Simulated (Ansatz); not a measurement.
# Sensitivity of the G0W0 gap of GaAs (F-43m)

Aim: change settings of a G0W0 run on GaAs (F-43m) and see what moves.

Method: G0W0 on PBE, plane waves, PAW, in Ansatz 0.2.0.

### 1. The structure

It takes space group F-43m (No. 216, cubic). Conventional cell: a = 5.654 Å, b = 5.654 Å, c = 5.654 Å, α = 90.00°, β = 90.00°, γ = 90.00°. Ga has 4 As at 2.45 Å nearest. Nearest to As lie 4 Ga at 2.45 Å. Farther neighbours are not listed.

The cell and positions come from the Crystallography Open Database and are kept as given unless a step says otherwise. The default PAW set here is soft_2. Its files were made with PBE.

### 2. The base run: 4×4×4 mesh, 134 empty bands, screening to 120 eV

G0W0 replaces the xc potential by the self-energy, built once from these orbitals. Only a window of levels is corrected, while the sums run over the empty bands that the input names.

File input.yaml:

```yaml
crystal:
  lattice:
    - [0.0, 2.82685, 2.82685]
    - [2.82685, 0.0, 2.82685]
    - [2.82685, 2.82685, 0.0]
  atoms:
    - { symbol: Ga, position: [0.0, 0.0, 0.0] }
    - { symbol: As, position: [0.25, 0.25, 0.25] }
kpoints:
  mp_grid: { grid: [4, 4, 4] }
hamiltonian:
  xc: pbe
scf:
  occupations: { method: fixed }
gw:
  n_empty_bands: 134
  ecut_chi: 120
  qp_bands: [v2, c2]
  qp_kpoints: band_edges
  screening: { model: contour_deformation }
```

The run is started by

```bash
ansatz run input.yaml --threads 2 --pin off --max-ram 92160MiB --backend cuda --events-out ev --progress --plain --runs-dir out --devices 1 --max-vram 13GiB  # rebuilt from the run's record
```

Numbers of over 12 decimals in the logs are rounded to 6 here.

The log of the run:

```text
GPUs: using 1 of 1 available (devices: 1).
Engine: ansatz 0.2.0, x86_64-unknown-linux-gnu
Pseudopotentials: kind: paw
Pseudopotential: Ga, paw, valence charge 13, recommended cutoff 420 eV (normal), Ga.paw.azcp
Pseudopotential: As, paw, valence charge 15, recommended cutoff 420 eV (normal), As.paw.azcp
Functional definition: PBE
  parameter kappa = 0.804
  parameter beta = 0.066725
  exchange = pbe_x(kappa = kappa, mu = beta*pi^2/3)
  correlation = pbe_c(beta = beta)
device memory: the entry about to start is reckoned to put 0.6 GiB on a device that reports 56.7 GiB free (of which the cap on the GPU budget leaves the run 13.0 GiB)
GPU FFT provider: cuFFT
GPU libraries: cuBLAS 13.8.2, cuFFT 12.4.0, cuSOLVER 12.3.4
Crystal: 2 atoms, lattice volume = 45.179 Å³
Basis set: ecut = 420 eV, 893 PW (Γ)
Bands: 18, of which v1, the nominal top of the filled ones, is band 14 counted from 1 (13 counted from 0)
Symmetry: 24 space group operations
Space group: F-43m (ITA 216), of the structure as read, at distance tolerance 3.6e-5 Å
k-points: 8 of 64 (time reversal used)
Non-local potential: Ga, projectors of the file, l = 0: 2, l = 1: 2, l = 2: 3, l = 3: 1
Non-local potential: As, projectors of the file, l = 0: 2, l = 1: 2, l = 2: 3, l = 3: 1
PAW form: soft (Blöchl's): semilocal exchange-correlation on the pseudo side does not see the compensation charge
PAW one-centre angular grid: Ga, 590 points (default); XC on 64 Gauss nodes
PAW one-centre angular grid: As, 590 points (default); XC on 64 Gauss nodes
Initial density: superposition of atomic densities (neutral atoms: chi_scale 0, normalization atom), corrected by the library's trained network
Initial wavefunctions: pseudopotential atomic-orbital guess
GPU buffer pool allocated for 19683 grid points (all kernels)
GPU transforms: local potential and band sums: pruned to the plane-wave sphere, on 25×27×27
Functional: x = pbe(κ = 0.804, μ = 0.219515), c = pbe(β = 0.066725)
SCF iter   1: F=—  HF=-8639.661340 eV  |F-HF|=—  |Δ(HF+E_count)|=         —  Δρ=1.81e-3  dr2=6.31e-4  ethr=1.77e-3  ⟨swp⟩=4.5  Hψ=594  notcnv=0  defer=9
preconditioner: auto → none  [insulator: Δε(μ)=0.507 eV  Ē_g=15.408 eV  n_scr=14 (ndim 8)  ℏωp=23.4 eV  f_vac=0.086  ε∞_Penn≈3.3]
SCF iter   2: F=—  HF=-8639.660712 eV  |F-HF|=—  |Δ(HF+E_count)|=   6.28e-4  Δρ=5.81e-4  dr2=1.03e-4  ethr=2.25e-6  ⟨swp⟩=2.0  Hψ=340  notcnv=0  defer=12
SCF iter   3: F=—  HF=-8639.660662 eV  |F-HF|=—  |Δ(HF+E_count)|=   5.04e-5  Δρ=3.56e-4  dr2=2.42e-5  ethr=3.69e-7  ⟨swp⟩=2.0  Hψ=272  notcnv=0  defer=12
SCF iter   4: F=—  HF=-8639.660673 eV  |F-HF|=—  |Δ(HF+E_count)|=   1.09e-5  Δρ=1.70e-4  dr2=7.21e-6  ethr=8.63e-8  ⟨swp⟩=2.0  Hψ=238  notcnv=0  defer=2
[...]
E_nonlocal   = -245.306879
  E_hartree    = 1975.243396
  E_xc         = -148.388313
  E_vxc        = -137.433094  (∫ρ·V_xc dr)
  E_paw        = -3825.011395  (= ΣΔE_a)
  E_vpaw       = -180.802444  (= ΣTr[D̂ρ^β])
  E_aug_tail   = -0.000138  (compensation charges beyond the density's cutoff)
  E_ewald      = -2698.727786
  E_smearing   = -0.000000  (= −TS)
  E_closure    = 0.000000  (closes the sum)
  Σ components = -8639.660675   (vs F -8639.660675, Δ=0.00e0)
--- Band table (eV; the first three rows and the last of 8) ---
  k-point 0: bands = [... 10 lower, -4.4994, 8.2309, 8.2309, 8.2309, 8.7354, 11.9362, 11.9362, 11.9362]
  k-point 1: bands = [... 10 lower, -3.8061, 4.0823, 7.5488, 7.5488, 9.6646, 12.8053, 12.8053, 14.1818]
  k-point 2: bands = [... 10 lower, -2.7302, 1.5768, 7.0838, 7.0838, 9.2146, 12.8454, 12.8454, 15.9767]
  k-point 7: bands = [... 10 lower, -1.9285, 1.5788, 4.6874, 4.8765, 12.8403, 12.9425, 13.6167, 14.2623]
--- G₀W₀: contour deformation, 8 samples at zero and on the imaginary axis and 2 off it, 64 q-points, 134 empty bands' worth ---
  eigenvalues of the whole cell's RPA ε∞ on this k-mesh (on a slab, of 1 + 4πα/V) = 142.1682, 142.1682, 142.1682; static W/v taken at q = 0 is 0.007034
  bands read: the sum over 148 bands ends inside a degenerate multiplet in 2 slots, whose members it reads at an even weight; the widest, k=0: bands 148 to 150 (counted from 1) at 1/3 each
  gw.qp_kpoints: band_edges: 5 of 8 stored k-points solved, in 1 pass; an edge of the gap read off the rows below is read off those points alone
    valence top: of the k-points left out ik 5 came nearest to being solved in a further pass, in band 14 (counted from 1, as in the quasiparticle table): it holds the edge there only if its correction is more favourable than any solved in that band by at least 1.226 eV; those differ by 0.091 eV
    conduction bottom: of the k-points left out ik 4 came nearest to being solved in a further pass, in band 15 (counted from 1, as in the quasiparticle table): it holds the edge there only if its correction is more favourable than any solved in that band by at least 1.180 eV; those differ by 0.502 eV
    ik  band        ε_KS         Σx   Σc(E_QP)       V_xc       Z   E_QP_lin       E_QP  E_QP is
     0    13      8.2309   -17.1602     1.3669   -15.3205  0.7575     7.7473     7.7581  root
     0    14      8.2309   -17.1602     1.3669   -15.3205  0.7575     7.7473     7.7581  root
     0    15      8.7354   -11.5540    -4.1160   -15.9900  0.7666     9.0590     9.0553  root
     0    16     11.9362    -7.7259    -4.4179   -12.1783  0.7553    11.9707    11.9707  root
     1    13      7.5488   -16.6116     1.5111   -14.6063  0.7534     7.0407     7.0545  root
     1    14      7.5488   -16.6116     1.5111   -14.6063  0.7534     7.0407     7.0545  root
     1    15      9.6646    -9.5529    -4.0905   -13.7841  0.7655     9.8059     9.8053  root
     1    16     12.8053    -7.7959    -4.6374   -12.4720  0.7510    12.8439    12.8439  root
[...]
6    13      5.5433   -15.7943     2.2206   -13.0105  0.7282     4.9629     4.9800  root
     6    14      5.5433   -15.7943     2.2206   -13.0105  0.7282     4.9629     4.9800  root
     6    15      9.6760    -6.7289    -3.8821   -10.4291  0.7757     9.4951     9.4941  root
     6    16      9.8753    -8.0195    -3.9212   -11.8809  0.7697     9.8155     9.8154  root
[key lines of the parts left out:]
SCF converged after 6 iterations
Free energy (F): -8639.660675 eV
Fermi energy:    8.230875 eV
```

Elapsed: 8.9 s, on 1 × NVIDIA H100 80GB HBM3 (shared by 6 runs) with 2 threads of AMD EPYC 7R13 (Zen 3), shared host; peak memory 1.1 GiB; 8.5 s of CPU time.

The column dr2 measures how far the density is from self-consistency, as an energy; F and HF (Harris–Foulkes) agree once it is small.

Numbers from this step:

```
bands summed                                 : 148
RPA ε∞ on this mesh (eigenvalues)            : 142.2, 142.2, 142.2
plane waves in the screening matrix          : 137
q-points in the mesh                         : 64
G0W0 gap on the mesh                         : 1.297 eV
k of the valence top                         : 0, 0, 0
k of the conduction bottom                   : 0, 0, 0
starting gap on the mesh                     : 0.5045 eV
Z at the valence top                         : 0.7575
Z at the conduction bottom                   : 0.7666
least direct G0W0 gap on the computed points : 1.297 eV
```

The gap on the mesh goes from 0.50 eV to 1.30 eV, a correction of +0.79 eV. Between the two edge states, bare exchange in place of the xc potential would open the gap by 6.28 eV, and correlation takes back 5.48 eV.

### 3. Variant: other PAW set

Changes to input.yaml since step 2:

```diff
@@ -12,2 +12,3 @@
   xc: pbe
+  pseudopotentials: { kind: paw, source: jth }
 scf:
@@ -15,4 +16,4 @@
 gw:
-  n_empty_bands: 134
-  ecut_chi: 120
+  n_empty_bands: 102
+  ecut_chi: 100
   qp_bands: [v2, c2]
```

The log of the run:

```text
Warning: <dir> the checks of this Ga dataset prove no rule for summing its radial tables, as where they were carried onto another mesh than they were made on, and Gregory's rule is taken, under which a leading mesh point left out moves its sums only by what lay on the interval it spanned. That does not make them correct, and they differ from Quantum ESPRESSO's on this file; a re-export a fraction of a mesh step off can move them. hamiltonian.pseudopotentials.radial_quadrature: simpson_from_first_knot sums it by `pw.x`'s rule; on a PAW file no value gives `pw.x`'s numbers. What more to know: hamiltonian.pseudopotentials.radial_quadrature, in the input reference
Warning: <dir> the checks of this As dataset prove no rule for summing its radial tables, as where they were carried onto another mesh than they were made on, and Gregory's rule is taken, under which a leading mesh point left out moves its sums only by what lay on the interval it spanned. That does not make them correct, and they differ from Quantum ESPRESSO's on this file; a re-export a fraction of a mesh step off can move them. hamiltonian.pseudopotentials.radial_quadrature: simpson_from_first_knot sums it by `pw.x`'s rule; on a PAW file no value gives `pw.x`'s numbers. What more to know: hamiltonian.pseudopotentials.radial_quadrature, in the input reference
GPUs: using 1 of 1 available (devices: 1).
[...]
GPU FFT provider: cuFFT
GPU libraries: cuBLAS 13.8.2, cuFFT 12.4.0, cuSOLVER 12.3.4
Crystal: 2 atoms, lattice volume = 45.179 Å³
Basis set: ecut = 3600 eV, 22219 PW (Γ)
[...]
NSCF: frozen V_eff on 8 k-points
[...]
G₀W₀ screening: q 1/8
[... further progress lines ...]
[...]
SCF converged after 7 iterations
Free energy (F): -8635.979989 eV
[...]
Internal energy: -8635.979989 eV  (E = F + TS)
E sigma→0 (E₀):  -8635.979989 eV
Fermi energy:    8.651613 eV
[...]
--- Band table (eV; the first three rows and the last of 8) ---
  k-point 0: bands = [... 10 lower, -4.0786, 8.6516, 8.6516, 8.6516, 9.1496, 12.3553, 12.3553, 12.3553]
  k-point 1: bands = [... 10 lower, -3.3855, 4.5032, 7.9696, 7.9696, 10.0813, 13.2238, 13.2238, 14.5991]
  k-point 2: bands = [... 10 lower, -2.3096, 1.9983, 7.5045, 7.5045, 9.6321, 13.2639, 13.2639, 16.3927]
  k-point 7: bands = [... 10 lower, -1.5086, 2.0020, 5.1079, 5.2975, 13.2565, 13.3605, 14.0323, 14.6822]
[...]
0    13      8.6516   -17.1690     1.4532   -15.3288  0.7566     8.2587     8.2646  root
     0    14      8.6516   -17.1690     1.4532   -15.3288  0.7566     8.2587     8.2646  root
     0    15      9.1496   -11.5935    -3.9197   -16.0195  0.7653     9.6676     9.6560  root
     0    16     12.3553    -7.7374    -4.3473   -12.1911  0.7521    12.4620    12.4617  root
     1    13      7.9696   -16.6158     1.5925   -14.6110  0.7523     7.5500     7.5572  root
     1    14      7.9696   -16.6158     1.5925   -14.6110  0.7523     7.5500     7.5572  root
     1    15     10.0813    -9.5789    -3.9570   -13.8076  0.7643    10.3557    10.3530  root
     1    16     13.2238    -7.8027    -4.5673   -12.4792  0.7506    13.3333    13.3330  root
[...]
6    13      5.9637   -15.7830     2.2945   -13.0017  0.7271     5.4623     5.4768  root
     6    14      5.9637   -15.7830     2.2945   -13.0017  0.7271     5.4623     5.4768  root
     6    15     10.0946    -6.7542    -3.8327   -10.4573  0.7744     9.9655     9.9650  root
     6    16     10.2946    -8.0418    -3.8496   -11.9073  0.7685    10.3105    10.3105  root
```

It took 15 s on 1 × NVIDIA H100 80GB HBM3 (shared by 6 runs) with 2 threads; peak memory 1.6 GiB.

The G0W0 gap on the mesh is 1.391 eV.

Against the base:

| setting | base | variant |
| --- | --- | --- |
| files | default PAW | JTH PAW |
| empty bands | 134 | 102 |
| screening cutoff (eV) | 120 | 100 |

| quantity | variant | base |
| --- | --- | --- |
| starting gap on the mesh | 0.498 | 0.505 |
| G0W0 gap on the mesh | 1.391 | 1.297 |
| least direct G0W0 gap on the computed points | 1.391 | 1.297 |
| Z at the valence top | 0.757 | 0.758 |
| Z at the conduction bottom | 0.765 | 0.767 |

### 4. Results

```
base          : 1.30 eV, 8.9 s
other PAW set : 1.39 eV, 15 s
```

**Reading.** Other PAW set: the gap moves by +0.09 eV (the plane-wave cutoff goes from 420 to 3600 eV). The variant differs from the base in files, empty bands and screening cutoff together, so the change can't be laid to one of them. All runs here use a coarse mesh and modest cutoffs; they test settings and are not final values. The 4×4×4 mesh is coarse for this cell (its supercell is 16 Å along the shortest edge). The RPA ε∞ on it, from the PBE start, is 142.17; such meshes misread the long-range screening, most where the gap is narrow. On this mesh the RPA ε∞ passes 90, more than nearly any semiconductor shows; a coarse mesh does this where one point with a narrow direct gap carries much weight. The screening is then too strong, and the G0W0 gap should not be taken as the material's. The many-body steps are scalar-relativistic: spin-orbit coupling is not in them.

[Paths, hosts, dates, memory and timing lines, banners, echoed tables and standing remarks are left out of the program output.]

[Logs are printed without paths, hosts, clocks, repeated set-up lines and the standing remarks that a program may print on its own settings, such as how far it seeks lower states.]

[Runs of the session that timed out or met a known fault of the program may be left out.]

[Cells called generated may have been cut or substituted from an entry of the Crystallography Open Database or the Materials Project.]

[Hosts, paths, dates, database ids (printed as entryN), source tags and the programs' standing remarks are cut or masked in the printed files.]
